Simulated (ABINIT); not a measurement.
The system is GaN.

```
Ga N
1.0
     0.00000    2.13524    2.13524
     2.13524    0.00000    2.13524
     2.13524    2.13524    0.00000
Ga N
1 1
Direct
  0.00000 0.00000 0.00000
  0.50000 0.50000 0.50000
```

Measurements of this composition are mostly on another form, of space group No. 186.

Base run:

* Program: ABINIT 10.8.3 (patched build)
* Functional: PBE
* Potentials or basis: JTH PAW PBE v2.0
* Cutoff: 707 eV
* k mesh: 11 × 11 × 11
* Occupations: fermi-dirac, width 0.05 eV
* Spin: no spin polarisation

Its results: band gap on the k mesh 0.54 eV, indirect (least direct gap 2.37 eV); pressure -0.1 GPa.

Q: After a change of settings the same cell gave: band gap on the k mesh 0.46 eV, indirect (least direct gap 2.36 eV); pressure -7.2 GPa. Which change was it?
A. functional from PBE to LDA; potentials or basis from JTH PAW PBE v2.0 to JTH PAW LDA v2.0
B. functional from PBE to PBEsol
C. functional from PBE to r2SCAN; cutoff from 707 eV to 844 eV; fine-grid cutoff from 1306.15 eV to 1442.2 eV

A: B.

PBEsol binds more tightly than PBE, so the same cell stands under less pressure.

Caveats: an odd mesh through Γ misses points on the zone boundary, where band edges often lie (some runs); the PAW data sets were made with another functional, which shifts forces and pressure a little (some runs); the mesh misses the band edges, which the band path finds closer together (some runs).
